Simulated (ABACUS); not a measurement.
# Re (P6_3/mmc) in ABACUS: relaxation of cell and atoms with PBE

Aim: the relaxation of cell and atoms of Re with PBE.

Everything below comes from runs of ABACUS 3.10.1. Logs are shortened: lines on timing, memory, paths and dates and some standing lists are left out, and cuts for length are marked.

**1. The crystal as given**

The structure is hexagonal, space group P6_3/mmc (No. 194). Conventional cell: a = 2.761 Å, b = 2.761 Å, c = 4.458 Å, α = 90.00°, β = 90.00°, γ = 120.00°. Re (site symmetry -6m2) has 12 Re at 2.74 to 2.76 Å as nearest neighbours.

**2. Relaxation of cell and atoms, PBE**

run_abacus.py

```python
"""ABACUS run from a structure file: ASE reads it, the script writes STRU, KPT and INPUT."""
import re
import subprocess
from ase.io import read
from ase.units import Bohr

atoms = read("Re.cif")
atoms = atoms[(-atoms.numbers).argsort(kind="stable")]  # ABACUS lists atoms element by element
pseudo = {'Re': 'Re_ONCV_PBE-1.2.upf'}
orbital = {'Re': 'Re_confined-atom_7au_3s2p2d1f.orb'}
magmoms = None
kmesh = [10, 10, 6]
params = {
    'suffix': 'Re',
    'calculation': 'cell-relax',
    'basis_type': 'lcao',
    'pseudo_dir': './',
    'orbital_dir': './',
    'symmetry': 1,
    'dft_functional': 'pbe',
    'ecutwfc': 100,
    'pseudo_rcut': 10,
    'nspin': 1,
    'nbands': 19,
    'ks_solver': 'genelpa',
    'smearing_method': 'fd',
    'smearing_sigma': 0.00367493,
    'scf_thr': 1e-07,
    'scf_nmax': 100,
    'mixing_type': 'broyden',
    'mixing_beta': 0.7,
    'cal_force': 1,
    'cal_stress': 1,
    'out_mul': 1,
    'relax_nmax': 60,
    'force_thr_ev': 0.02,
    'relax_method': 'cg',
    'out_stru': 1,
    'stress_thr': 0.2,
}

symbols = atoms.get_chemical_symbols()
elements = list(dict.fromkeys(symbols))
lines = ["ATOMIC_SPECIES"] + [f"{e} {atoms.get_masses()[symbols.index(e)]:.4f} {pseudo[e]}" for e in elements]
if orbital:
    lines += ["", "NUMERICAL_ORBITAL"] + [orbital[e] for e in elements]
lines += ["", "LATTICE_CONSTANT", f"{1 / Bohr:.10f}", "", "LATTICE_VECTORS"]
lines += [" ".join(f"{x:.10f}" for x in v) for v in atoms.cell]
lines += ["", "ATOMIC_POSITIONS", "Direct"]
for e in elements:
    lines += ["", e, "0.0", str(symbols.count(e))]
    for i, p in enumerate(atoms.get_scaled_positions(wrap=False)):
        if symbols[i] == e:
            mag = "" if magmoms is None else " mag " + " ".join(str(x) for x in (magmoms[i] if isinstance(magmoms[i], list) else [magmoms[i]]))
            lines.append(" ".join(f"{x:.10f}" for x in p) + " 1 1 1" + mag)
open("STRU", "w").write("\n".join(lines) + "\n")
open("KPT", "w").write("K_POINTS\n0\nGamma\n%d %d %d 0 0 0\n" % tuple(kmesh))
open("INPUT", "w").write("INPUT_PARAMETERS\n" + "".join(f"{k:<20s}{v}\n" for k, v in params.items()))

done = subprocess.run(['mpirun', '-np', '4', 'abacus'])
if done.returncode:
    raise SystemExit(done.returncode)
log = open("OUT.Re/running_cell-relax.log").read()
print("final energy (eV):", re.findall(r"FINAL_ETOT_IS (\S+)", log))
```

Re.cif

```cif
data_Re
_cell_length_a 2.76080000
_cell_length_b 2.76080000
_cell_length_c 4.45820000
_cell_angle_alpha 90.00000000
_cell_angle_beta 90.00000000
_cell_angle_gamma 120.00000000
_space_group_name_H-M_alt 'P1'
_space_group_name_Hall 'P 1'
_space_group_IT_number 1
loop_
_space_group_symop_operation_xyz
'x,y,z'
loop_
_atom_site_label
_atom_site_type_symbol
_atom_site_symmetry_multiplicity
_atom_site_Wyckoff_symbol
_atom_site_fract_x
_atom_site_fract_y
_atom_site_fract_z
_atom_site_occupancy
Re1 Re 1 a 0.6666666667 0.3333333333 0.7500000000 1
Re2 Re 1 a 0.3333333333 0.6666666667 0.2500000000 1
```

Potentials or basis: SG15 ONCV 1.2 PBE, DZP LCAO (the cutoffs set its grid).

Run with:

```sh
$ OMP_NUM_THREADS=1 python run_abacus.py > log
```

running log:

```text
ABACUS v3.10.1

               Atomic-orbital Based Ab-initio Computation at UStc

 ------------------------------------------------------------------------------------

 READING GENERAL INFORMATION
                           global_out_dir = OUT.Re/
                           global_in_card = INPUT
                               pseudo_dir = ./
                              orbital_dir = ./
                                    DSIZE = 4
                                    GSIZE = 1

 READING UNITCELL INFORMATION
                                    ntype = 1
                  lattice constant (Bohr) = 1.88973
              lattice constant (Angstrom) = 1

 READING ATOM TYPE 1
                               atom label = Re
                      L=0, number of zeta = 3
                      L=1, number of zeta = 2
                      L=2, number of zeta = 2
                      L=3, number of zeta = 1
             number of atom for this type = 2

                        TOTAL ATOM NUMBER = 2
DIRECT COORDINATES
    atom                   x                   y                   z     mag                  vx                  vy                  vz
taud_Re1            0.6666666667        0.3333333333        0.7500000000  0.0000        0.0000000000        0.0000000000        0.0000000000
taud_Re2            0.3333333333        0.6666666667        0.2500000000  0.0000        0.0000000000        0.0000000000        0.0000000000

                          Volume (Bohr^3) = 198.59
                             Volume (A^3) = 29.4279

 Lattice vectors: (Cartesian coordinate: in unit of a_0)
              +2.7608                  +0                  +0
              -1.3804            +2.39092                  +0
                   +0                  +0             +4.4582
 Reciprocal vectors: (Cartesian coordinate: in unit of 2 pi/a_0)
            +0.362214           +0.209124                  -0
                   -0           +0.418249                  -0
                   +0                  -0           +0.224306
 The esolver type has been set to : ksdft_lcao

                PAO radial cut off (Bohr) = 10

 Read in pseudopotential file is Re_ONCV_PBE-1.2.upf
                     pseudopotential type = NC
          exchange-correlation functional = PBE
                 nonlocal core correction = 0
                        valence electrons = 15
                                     lmax = 3
                           number of zeta = 0
                     number of projectors = 8
                           L of projector = 0
                           L of projector = 0
                           L of projector = 1
                           L of projector = 1
                           L of projector = 2
                           L of projector = 2
                           L of projector = 3
                           L of projector = 3
     initial pseudo atomic orbital number = 0

 SETUP THE ELECTRONS NUMBER
            electron number of element Re = 15
      total electron number of element Re = 30
            AUTOSET number of electrons:  = 30
                           occupied bands = 15
                                   NLOCAL = 52
                                   NBANDS = 19
                                   NBANDS = 19
                                   NLOCAL = 52

%%%%%%%%%%%%%%%%%%%%%%%%%%%%%%%%%%%%%%%%%%%%%%%%%%%%%%%%%%%%%%%%%%%%%%%%%%%%%%%%%%%%%%%%%%%%%%%%%%%%%%%%%%
 Warning: the number of valence electrons in pseudopotential > 7 for Re: [Xe] 4f14 5d5 6s2
 Pseudopotentials with additional electrons can yield (more) accurate outcomes, but may be less efficient.
 If you're confident that your chosen pseudopotential is appropriate, you can safely ignore this warning.
%%%%%%%%%%%%%%%%%%%%%%%%%%%%%%%%%%%%%%%%%%%%%%%%%%%%%%%%%%%%%%%%%%%%%%%%%%%%%%%%%%%%%%%%%%%%%%%%%%%%%%%%%%

 SETUP THE PLANE WAVE BASIS
 energy cutoff for charge/potential (unit:Ry) = 400
            fft grid for charge/potential = [ 36, 36, 54 ]
                        fft grid division = [ 4, 4, 2 ]
        big fft grid for charge/potential = [ 9, 9, 27 ]
                                     nbxx = 567
                                     nrxx = 18144

 SETUP PLANE WAVES FOR CHARGE/POTENTIAL
                    number of plane waves = 26957
                         number of sticks = 745

 PARALLEL PW FOR CHARGE/POTENTIAL
     PROC   COLUMNS(POT)             PW
        1            186           6738
        2            187           6745
        3            186           6738
        4            186           6736
 --------------- sum -------------------
        4            745          26957
                            number of |g| = 1270
                                  max |g| = 36.181
                                  min |g| = 0

----------- Double Check Mixing Parameters Begin ------------
mixing_type: broyden
mixing_beta: 0.7
mixing_gg0: 1
mixing_gg0_min: 0.1
mixing_ndim: 8
----------- Double Check Mixing Parameters End ------------

 LATTICE VECTORS: (CARTESIAN COORDINATE: IN UNIT OF A0)
              +2.7608                  +0                  +0
              -1.3804            +2.39092                  +0
                   +0                  +0             +4.4582
                       right hand lattice = 1
                                   NORM_A = 2.7608
                                   NORM_B = 2.7608
                                   NORM_C = 4.4582
                           ALPHA (DEGREE) = 90
                           BETA  (DEGREE) = 90
                           GAMMA (DEGREE) = 120

 The lattice vectors have been changed (STRU_SIMPLE.cif)

(for optimal symmetric configuration:)
                             BRAVAIS TYPE = 4
                     BRAVAIS LATTICE NAME = 04. Hexagonal cell
                                    ibrav = 4
                                    IBRAV = 4
                                  BRAVAIS = HEXAGONAL CELL
                       LATTICE CONSTANT A = 2.7608
                                C/A RATIO = 1.61482
Original cell was already a primitive cell.
                        ROTATION MATRICES = 24
              PURE POINT GROUP OPERATIONS = 12
                   SPACE GROUP OPERATIONS = 24
                                       C2 = 3
                                       C3 = 2
                                       C4 = 0
                                       C6 = 0
                                       S1 = 3
                                       S3 = 0
                                       S4 = 0
                                       S6 = 2
                              POINT GROUP = D_3d
                                       C2 = 7
                                       C3 = 2
                                       C4 = 0
                                       C6 = 2
                                       S1 = 7
                                       S3 = 2
                                       S4 = 0
                                       S6 = 2
               POINT GROUP IN SPACE GROUP = D_6h

 SETUP K-POINTS
                                    nspin = 1
                   Input type of k points = Monkhorst-Pack(Gamma)
                                   nkstot = 600
                       right hand lattice = 1
(for reciprocal lattice: )
                             BRAVAIS TYPE = 4
                     BRAVAIS LATTICE NAME = 04. Hexagonal cell
                                    ibrav = 4
                       right hand lattice = 1
(for k-lattice: )
                             BRAVAIS TYPE = 4
                     BRAVAIS LATTICE NAME = 04. Hexagonal cell
                                    ibrav = 4
                       right hand lattice = 1
                        ROTATION MATRICES = 24
                               nkstot_ibz = 56
K-POINTS REDUCTION ACCORDING TO SYMMETRY
     IBZ    DIRECT_X    DIRECT_Y    DIRECT_Z  WEIGHT  ibz2bz
       1  0.00000000  0.00000000  0.00000000  0.0017       0
       2 -0.10000000  0.10000000  0.00000000  0.0100       1
       3 -0.20000000  0.20000000  0.00000000  0.0100       2
       4 -0.30000000  0.30000000  0.00000000  0.0100       3
       5 -0.40000000  0.40000000  0.00000000  0.0100       4
       6  0.50000000  0.50000000  0.00000000  0.0050       5
[... 22 lines left out ...]
      29  0.00000000  0.00000000  0.33333333  0.0033     200
      30 -0.10000000  0.10000000  0.33333333  0.0200     201
[... 26 further k points ...]

                               nkstot now = 56
[... K-POINTS DIRECT COORDINATES: 56 rows ...]

           k-point number in this process = 56
       minimum distributed K point number = 56
[... stars of the k points ...]

[... K-POINTS CARTESIAN COORDINATES: 56 rows ...]

[... K-POINTS DIRECT COORDINATES: 56 rows ...]

 SETUP PLANE WAVES FOR WAVE FUNCTIONS
     energy cutoff for wavefunc (unit:Ry) = 100
              fft grid for wave functions = [ 36, 36, 54 ]
                    number of plane waves = 4735
                         number of sticks = 241

 PARALLEL PW FOR WAVE FUNCTIONS
     PROC   COLUMNS(POT)             PW
        1             60           1184
        2             60           1184
        3             60           1182
        4             61           1185
 --------------- sum -------------------
        4            241           4735

 SET NONLOCAL PSEUDOPOTENTIAL PROJECTORS
 max number of nonlocal projetors among all species is 8

 -------------------------------------------
 STEP OF RELAXATION : 1
 -------------------------------------------

 SETUP SEARCHING RADIUS FOR PROGRAM TO SEARCH ADJACENT ATOMS
                  longest orb rcut (Bohr) = 7
   longest nonlocal projector rcut (Bohr) = 2.68
                     search radius (Bohr) = 19.4
              searching radius is (Bohr)) = 19.4
         searching radius unit is (Bohr)) = 1.89
                         PeriodicBoundary = 1
                        Radius(unit:lat0) = 10.2
                                   glayer = [ 6, 6, 4 ]
                             glayer_minus = [ 5, 5, 3 ]

Find the coordinate range of the input atom(unit:lat0).
                                  min_tau = [ -20.7, -11.2, -12.3 ]
                                  max_tau = [ 22.1, 13.5, 16.7 ]
                                BoxNumber = [ 11, 11, 7 ]

 SETUP EXTENDED REAL SPACE GRID FOR GRID INTEGRATION
                          real space grid = [ 36, 36, 54 ]
                 big cell numbers in grid = [ 9, 9, 27 ]
             meshcell numbers in big cell = [ 4, 4, 2 ]
                        extended fft grid = [ 14, 14, 23 ]
                dimension of extened grid = [ 38, 38, 74 ]
                            UnitCellTotal = 75
              Atom number in sub-FFT-grid = 2
    Local orbitals number in sub-FFT-grid = 52
                                ParaV.nnr = 76726
                                 init_chg = atomic

 LCAO ALGORITHM --------------- ION=   1  ELEC=   1--------------------------------

 Density error is 0.0515466867841
----------------------------------------------------------
     Energy           Rydberg                 eV
----------------------------------------------------------
 E_KohnSham     -319.6712882033      -4349.3510065644
 E_Harris       -322.4559546080      -4387.2383366976
 E_Fermi        1.8054950351         24.5650201875
----------------------------------------------------------

 LCAO ALGORITHM --------------- ION=   1  ELEC=   2--------------------------------

 Density error is 0.00677328924812
----------------------------------------------------------
     Energy           Rydberg                 eV
----------------------------------------------------------
 E_KohnSham     -319.6859579970      -4349.5505993473
 E_Harris       -319.5574704544      -4347.8024366471
 E_Fermi        1.7680423284         24.0554499716
----------------------------------------------------------
[... 648 lines left out ...]
----------------------------------------------------------------
 TOTAL-STRESS (KBAR)
----------------------------------------------------------------
        -0.1541848732         0.0000000000         0.0000000000
         0.0000000000        -0.1541848732         0.0000000000
         0.0000000000        -0.0000000000        -0.1230120153
----------------------------------------------------------------
 TOTAL-PRESSURE: -0.143794 KBAR

 Largest gradient in force is 0.000000 eV/A.
 Threshold is 0.020000 eV/A.

 Largest gradient in stress is 0.154185 kbar.
 Threshold is 0.200000 kbar.

 Relaxation is converged!

 --------------------------------------------
 !FINAL_ETOT_IS -4349.5617811079855528 eV
 --------------------------------------------
```

Run time: 20 s. Hardware: 4 MPI ranks of Intel Xeon 6975P-C (Granite Rapids), shared host; peak memory 0.4 GiB.

Results:

```yaml
Free_energy: -4349.5618 eV
Relaxed_volume: 14.97 Å³/atom
Relaxed_cell: a = 2.776 Å, b = 2.776 Å, c = 4.485 Å, α = 90.00°, β = 90.00°, γ = 120.00°
Space_group_after_relaxing_to_0.05_Å: P6_3/mmc (No. 194)
Energy_gained_by_relaxing: 5.2 meV/atom
Ionic_steps: 6
Pressure_after_relaxing: 0.0 GPa
```

The path:
```
step  energy change (eV)  largest force (eV/Å)  pressure (GPa)  volume (Å³)
   1              0.0000                0.0000            6.54        29.43
   2              0.1534                0.0000          -22.10        32.16
   3             -0.0103                0.0000           -0.21        29.96
   4             -0.0103                0.0000           -0.21        29.96
   5             -0.0102                0.0000            0.70        29.88
   6             -0.0103                0.0000           -0.01        29.94
```

Final structure:
```xyz
2
Lattice="2.7765 0.0000 0.0000 -1.3882 2.4045 0.0000 0.0000 0.0000 4.4850" Properties=species:S:1:pos:R:3 pbc="T T T"
Re    1.3882    0.8015    3.3637
Re    0.0000    1.6030    1.1212
```

Caveat: the atomic orbitals were generated for these runs and aren't a published set; the basis of atomic orbitals isn't converged, which shifts pressures, moduli and gaps. PBE usually gives volumes a little too large and moduli too small.
